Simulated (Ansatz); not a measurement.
The compound is PtF2 (1T sheet).

The cell holds 3 atoms: 1 Pt and 2 F. Cell: a = 3.574 Å, b = 3.574 Å, c = 29.052 Å, α = 90.0°, β = 90.0°, γ = 120.0°. Vacuum lies along c.

```xyz
3
Lattice="0.0000 2.5271 2.5271 2.5271 -2.5271 0.0000 16.7732 16.7732 -16.7732" Properties=species:S:1:pos:R:3
Pt    5.3769    5.3769   -5.3769
F     7.4730    4.9459   -4.9459
F     5.8078    5.8078   -3.2807
```

The structure was relaxed with PBEsol. The structure was generated from a model, not taken from a measurement. The runs that relaxed it are not among those shown. The program's search for lower electronic states was switched off, so nothing shows that the state found is the lowest. Spin-orbit coupling is left out unless a run names it. PAW set soft_2, made with PBE.

A constrained-RPA run (Ansatz 0.2.0; non-magnetic PBEsol; Pt d, bands v4 to c1, 6×6×1 mesh, medium accuracy) builds 5 functions on bands 3.0 eV wide, with 8.0 electrons in the window. The bare on-site interaction is 14.1 eV and the bare J 0.54 eV.

Question: What U and J survive the screening?

On the Pt d shell, U = 6.55 eV (46 % of the bare value), U′ = 5.74 eV, J = 0.39 eV.

The parent state is non-magnetic and the interaction static (zero frequency); U depends on the window and the orbitals, so it belongs to this model alone. Spin-orbit coupling, which is strong for atoms this heavy, is left out.

[Paths, hosts, dates, memory and timing lines, banners, echoed tables and standing remarks are left out of the program output.]

[Logs are printed without paths, hosts, clocks, repeated set-up lines and the standing remarks that a program may print on its own settings, such as how far it seeks lower states.]

[Runs of the session that timed out or met a known fault of the program may be left out.]

[Hosts, paths, dates, database ids (printed as entryN), source tags and the programs' standing remarks are cut or masked in the printed files.]
